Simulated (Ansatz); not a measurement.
## HfSi: pressure against volume

A database entry relaxed whole under r2SCAN (Pnma):

```xyz
8
Lattice="6.8659 0.0000 0.0000 0.0000 3.7718 0.0000 0.0000 0.0000 5.2283" Properties=species:S:1:pos:R:3 pbc="T T T"
Hf    1.2035    0.9430    0.6559
Hf    2.2295    2.8289    3.2700
Hf    4.6364    0.9430    1.9583
Hf    5.6624    2.8289    4.5724
Si    0.2938    0.9430    3.3400
Si    3.1391    2.8289    0.7258
Si    3.7268    0.9430    4.5024
Si    6.5721    2.8289    1.8883
```

The cell was scaled uniformly, its shape held, and the atoms relaxed at each volume with plane-wave PAW DFT (Ansatz 0.2.0; r2SCAN, 500 eV, 5×9×7 Γ-centred mesh, fermi-dirac occupations of width 0.100 eV; no spin, no spin-orbit coupling). One row is withheld.

```csv
volume (Å³/atom),energy over the lowest (meV/atom),pressure (GPa)
15.909,33.5,11.20
16.248,14.3,7.08
16.586,3.4,3.37
16.925,0.0,0.02
17.263,?,?
17.602,12.7,-5.73
17.940,27.5,-8.19
```

Question: Fit the pressures of the other rows to the third-order Birch-Murnaghan form.

Answer: With f = [(V₀/V)^(2/3) − 1]/2 and P = 3B₀f(1 + 2f)^(5/2)[1 + 3(B₀′ − 4)f/2], least squares gives V₀ = 16.93 Å³ an atom, B₀ = 159 GPa and B₀′ = 4.1; the rows miss the fit by less than 0.01 GPa. The slope of the energies differs from these pressures by less than 0.05 GPa.

Question: What does the withheld row hold?

Answer: The fit gives -3.00 GPa at 17.263 Å³; the run gave -3.01 GPa and 3.3 meV an atom.

Caveats: the shape of the cell was held, so B₀ is an upper bound where the axes differ in stiffness; 0 K, fixed nuclei; the symmetry was kept, and this need not be the phase that is stable at 0 K; one mesh for all volumes; pressure is positive in compression.
